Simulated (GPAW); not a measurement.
# Co (P6_3/mmc) in GPAW: single point with PBE

Aim: the single point of Co with PBE.

Everything below comes from runs of GPAW 26.7.0. Logs are shortened: lines on timing, memory, paths and dates and some standing lists are left out, and cuts for length are marked. The log counts tension as positive stress, the text compression.

### 1 Starting point

The structure is hexagonal, space group P6_3/mmc (No. 194). The conventional cell has a = 2.472 Å, b = 2.472 Å, c = 4.021 Å, α = 90.00°, β = 90.00°, γ = 120.00°. Around Co (site symmetry -6m2) lie 12 Co at 2.47 Å.

### 2 Single point, PBE, collinear spin, ferromagnetic start

run.py reads:

```python
from ase.dft.bandgap import bandgap
from ase.io import read, write
from ase.units import GPa
from gpaw import GPAW, PW

atoms = read('Co.xyz')
atoms.set_initial_magnetic_moments([2.0, 2.0])

calc = GPAW(mode=PW(600),
            xc='PBE',
            kpts={'size': (12, 12, 7), 'gamma': True},
            occupations={'name': 'methfessel-paxton', 'order': 0, 'width': 0.013000000000000001},
            nbands=21,
            convergence={'density': 1e-05, 'energy': 1e-05},
            maxiter=150,
            txt='gpaw.txt')
atoms.calc = calc
energy = atoms.get_potential_energy()
forces = atoms.get_forces()
stress = atoms.get_stress()
calc.write('gs.gpw')
write('result.traj', atoms)
print(f'Energy: {energy:.6f} eV')
print('Forces (eV/A):')
print(forces.round(4))
print('Stress (GPa):', (stress / GPa).round(3))
print('Moments:', calc.get_magnetic_moments().round(3))
print('Fermi level:', round(calc.get_fermi_level(), 4), 'eV')
print(f'Gap: {bandgap(calc)[0]:.4f} eV, direct: {bandgap(calc, direct=True)[0]:.4f} eV')
```

Co.xyz reads:

```xyz
2
Lattice="2.4719999032 0.0000000000 0.0000000000 -1.2359999516 2.1408147143 0.0000000000 0.0000000000 0.0000000000 4.0211440800" Properties=species:S:1:pos:R:3 pbc="T T T"
Co     1.2359999517      0.7136049047      3.0158580600
Co    -0.0000000001      1.4272098096      1.0052860200
```

Potentials or basis: GPAW PAW data sets (gpaw-data 1.2.1), pw.

Command:

```
OMP_NUM_THREADS=1 python run.py
```

gpaw.txt:

```text
__  _  _
 | _ |_)|_||  |
 |__||  | ||/\| - 26.7.0

Input parameters:
  mode=PW(ecut=600.0),
  convergence={'density': 1e-05, 'energy': 1e-05},
  kpts=MonkhorstPack(size=(12, 12, 7), gamma=True),
  maxiter=150,
  nbands=21,
  occupations=Occupations(name='methfessel-paxton', order=0, width=0.013000000000000001),
  xc=XC(name='PBE')

Diagonalizing LCAO Hamiltonian
Converting LCAO to pw mode

          Co

        Co

Atoms  # Å, Bohr magnetons
|   | symbol |         x |        y |        z |    initial magnetic moments |
|---|--------|-----------|----------|----------|-----------------------------|
| 0 |     Co |  1.236000 | 0.713605 | 3.015858 | ( 0.0000,  0.0000,  2.0000) |
| 1 |     Co | -0.000000 | 1.427210 | 1.005286 | ( 0.0000,  0.0000,  2.0000) |

Unit cell  # Å
| periodic |         x |        y |        z |  lengths |     angles |
|----------|-----------|----------|----------|----------|------------|
|      yes |  2.472000 | 0.000000 | 0.000000 | 2.472000 |  90.000000 |
|      yes | -1.236000 | 2.140815 | 0.000000 | 2.472000 |  90.000000 |
|      yes |  0.000000 | 0.000000 | 4.021144 | 4.021144 | 120.000000 |

Number of symmetries: 12
Symmetry operations  # r_c * U_cc + t_c -> r_c
|    | kind |            matrix            |
|----|------|------------------------------|
|  0 |  σ   |  1, 1, 0,  0,-1, 0,  0, 0, 1 |
|  1 |  S6  |  1, 1, 0, -1, 0, 0,  0, 0,-1 |
|  2 |  E   |  1, 0, 0,  0, 1, 0,  0, 0, 1 |
|  3 |  C2  |  1, 0, 0, -1,-1, 0,  0, 0,-1 |
|  4 |  C2  |  0, 1, 0,  1, 0, 0,  0, 0,-1 |
|  5 |  C3  |  0, 1, 0, -1,-1, 0,  0, 0, 1 |
|  6 |  S6  |  0,-1, 0,  1, 1, 0,  0, 0,-1 |
|  7 |  σ   |  0,-1, 0, -1, 0, 0,  0, 0, 1 |
|  8 |  σ   | -1, 0, 0,  1, 1, 0,  0, 0, 1 |
|  9 |  i   | -1, 0, 0,  0,-1, 0,  0, 0,-1 |
| 10 |  C3  | -1,-1, 0,  1, 0, 0,  0, 0, 1 |
| 11 |  C2  | -1,-1, 0,  0, 1, 0,  0, 0,-1 |

BZ-sampling:
  Number of BZ points: 1008
  Number of IBZ points: 112

  Monkhorst-Pack size: [12, 12, 7]
  Monkhorst-Pack shift: [0.041666666666666664, 0.041666666666666664, 0.0]

K-points  # in reciprocal-cell coordinates
|     |                                coordinates |     weight |
|-----|--------------------------------------------|------------|
|   0 | ( -0.00000000,  -0.00000000,   0.00000000) | 0.00099206 |
|   1 | ( -0.00000000,  -0.00000000,   0.14285714) | 0.00198413 |
|   2 | ( -0.00000000,  -0.00000000,   0.28571429) | 0.00198413 |
|   3 | ( -0.00000000,  -0.00000000,   0.42857143) | 0.00198413 |
|   4 | (  0.08333333,  -0.00000000,  -0.42857143) | 0.00595238 |
|   5 | (  0.08333333,  -0.00000000,  -0.28571429) | 0.00595238 |
|   6 | (  0.08333333,  -0.00000000,  -0.14285714) | 0.00595238 |
|   7 | (  0.08333333,  -0.00000000,   0.00000000) | 0.00595238 |
|   8 | (  0.08333333,  -0.00000000,   0.14285714) | 0.00595238 |
|   9 | (  0.08333333,  -0.00000000,   0.28571429) | 0.00595238 |
| ... |                                            |            |
| 111 | (  0.50000000,   0.50000000,   0.42857143) | 0.00595238 |

Plane wave coefficients: 744
Cutoff: 600.0 eV

Spin-components: 2 (collinear spins)
Bands:           21
Projectors:      12
Spin-degeneracy: 1
Datatype:        complex128

Parallelization:
  kpt:    1
  domain: 1
  band:   1

Density:
  Valence electrons: 18.0
  Components: 2
  Grid points: [14 14 24]
  Charge: 0.0  # |e|

Potential:
  Grid points: [14 14 24]

species:
  Co:
    name:    Cobalt
    Z:       27.0
    valence: 9
    core:    18
    charge:  0.0  # [|e|]
    compensation charges:
      type: gauss
      rc: 0.32  # [Å]
      lmax: 2
    cutoffs:
      filter: 1.87  # [Å]
      core: 2.55  # [Å]
    projectors
    | kind |    occ | energy [eV] | rcut [Å] |
    |------|--------|-------------|----------|
    |   4s |  2.000 |      -5.469 |    1.005 |
    |   4p |  0.000 |      -1.277 |    1.058 |
    |   3d |  7.000 |      -8.205 |    1.005 |
    |    s |        |      21.742 |    1.005 |
    |    p |        |      25.934 |    1.058 |
    |    d |        |      19.007 |    1.005 |

    Using partial waves for Co as LCAO basis

Reference energy: -75805.419811  # eV

eigensolver:
  PPCG
  Converge bands: occupied
  niter=2

density mixing:
  MSR1-Mixer
  Pratt-step length: 0.05
  Maximum mixing coefficient: 0.75
  Old densities: 10
  SVD Regularization: 0.005
  Good broyden scale: 1.0
  Trust region scale: 1.0
  Backstep threshold: 4.0
  History deletion threshold: 6.0
  Fourier metric: weight=20.0, sigma=0.015

occupation numbers:
  Methfessel-Paxton:
    width: 0.0130  # eV
    order: 0

poisson solver:
  ecut: 4800.0  # eV

xc functional:
  name: PBE with 2 nearest neighbor stencil

convergence criteria:
- Maximum integral of absolute [dens]ity change: 1e-05 electrons / valence electron
- Maximum [total energy] change in last 3 cyles: 1e-05 eV / valence electron
- Maximum integral of absolute [eigenst]ate change: 4e-08 eV^2 / valence electron
maximum number of iterations: 150

SCF iterations
|iter     | |      energy | eigst |  dens |  magmom |
|---------|-|-------------|-------|-------|---------|
|iter:   1| |  -16.457879 | +0.28 |       |  +4.0063|
|iter:   2| |  -16.450091 | -2.14 | -1.19 |  +3.9733|
|iter:   3| |  -16.478181 | -2.74 | -1.23 |  +3.7203|
|iter:   4| |  -16.510951 | -3.65 | -1.47 |  +3.5450|
|iter:   5| |  -16.536795 | -3.42 | -1.67 |  +3.2818|
|iter:   6| |  -16.538340 | -4.59 | -2.29 |  +3.2228|
|iter:   7| |  -16.538589 | -4.98 | -2.69 |  +3.2106|
|iter:   8| |  -16.538593 | -6.78 | -3.27 |  +3.2149|
|iter:   9| |  -16.538595c| -7.56c| -3.67 |  +3.2176|
|iter:  10| |  -16.538595c| -8.15c| -4.59 |  +3.2179|
|iter:  11| |  -16.538595c| -8.58c| -5.02c|  +3.2179|

Converged in 11 steps
Energy contributions relative to reference atoms: (reference = -75805.419811)

Energy contributions:
  Kinetic:          21.419870
  Coulomb:         -17.518876
  Zero:             -0.087659
  External:          0.000000
  Xc:              -20.351857
  Entropy:          -0.000146
  Spinorbit:         0.000000
  ----------------------------
  Free energy:     -16.538668
  Extrapolated:    -16.538595

dipole moment: (-0.000001, -0.000002, -0.000003)  # |e|*Ang

Total magnetic moment: (0.000000, 0.000000, 3.217901)

Local magnetic moments
|        x |        y |        z |
|----------|----------|----------|
| 0.000000 | 0.000000 | 1.681544 |  # Co   0
| 0.000000 | 0.000000 | 1.681544 |  # Co   1

Fermi level: 10.932
Eigenvalues  # (at kpt = [-0.000, -0.000, 0.000])
| band index |      eig [eV] | occ [0-1] |      eig [eV] | occ [0-1] |
|------------|---------------|-----------|---------------|-----------|
|          0 |         1.771 |     1.000 |         1.763 |     1.000 |
|        ... |               |           |               |           |
|          3 |         8.311 |     1.000 |         9.958 |     1.000 |
|          4 |         8.311 |     1.000 |         9.958 |     1.000 |
|          5 |         8.630 |     1.000 |        10.333 |     1.000 |
|          6 |         8.630 |     1.000 |        10.333 |     1.000 |
|          7 |         9.021 |     1.000 |        10.572 |     1.000 |
|          8 |         9.021 |     1.000 |        10.792 |     1.000 |
[... 8 lines left out ...]
|         17 |        36.638 |     0.000 |        36.354 |     0.000 |
|         18 |        37.020 |     0.000 |        37.358 |     0.000 |
|        ... |               |           |               |           |
|         20 |        40.779 |     0.000 |        41.774 |     0.000 |

No gap
No difference between direct/indirect transitions

Forces  # eV/Ang
|        x |       y |        z |
|----------|---------|----------|
|  0.00000 | 0.00000 | -0.00008 |  # Co   0
| -0.00000 | 0.00000 |  0.00008 |  # Co   1

Stress tensor  # eV/Ang^3
|         x |         y |         z |
|-----------|-----------|-----------|
| -0.037415 |  0.000000 |  0.000000 |
|  0.000000 | -0.037415 |  0.000000 |
|  0.000000 |  0.000000 | -0.015335 |

# Writing to gs.gpw (mode='')
```

Run time: 59 s. Hardware: 1 thread of Arm Neoverse V1, shared host; peak memory 0.2 GiB.

What came out:

* Free energy: -16.5387 eV
* Pressure: 4.8 GPa
* Band gap on the k mesh: none (metal or under the smearing width)
* Net moment: 3.22 μB per cell
* Site moments: Co +1.68 μB
